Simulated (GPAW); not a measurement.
HfO2:

```
Hf O
1.0
     4.81353    0.00000    0.00000
     0.00000    4.81353    0.00000
     0.00000    0.00000    3.20542
Hf O
2 4
Cartesian
  2.4068 2.4068 1.6027
  0.0000 0.0000 0.0000
  3.8751 0.9384 1.6027
  3.3452 3.3452 0.0000
  1.4683 1.4683 0.0000
  0.9384 3.8751 1.6027
```

Measurements of this composition are mostly on another form, of space group No. 14.

Program: GPAW 26.7.0. Alike in all runs: task band structure; no spin polarisation; cell as given; cutoff (eV) 800; smearing fermi-dirac 0.05 eV.

Problem. Order these runs on this cell by their band gap on the k mesh, lowest first.
A. level LDA; potentials or basis the program's PAW data sets (release 1.2.1) made for this functional, pw; k mesh 4 × 4 × 6; band points 100
B. level r2SCAN; potentials or basis GPAW PAW data sets (gpaw-data 1.2.1), pw; k mesh 4 × 4 × 6; band points 100
C. level BLYP; potentials or basis PAW data sets generated in the run's folder for this functional, pw; k mesh 6 × 6 × 8; band points 60; eigensolver davidson

Solution. A (3.79 eV), C (4.03 eV), B (4.54 eV).

Caveats: spin-orbit coupling is left out, which moves the levels of the heavy elements.

A k mesh can miss the band edges.

Not every run made on this cell is shown here.
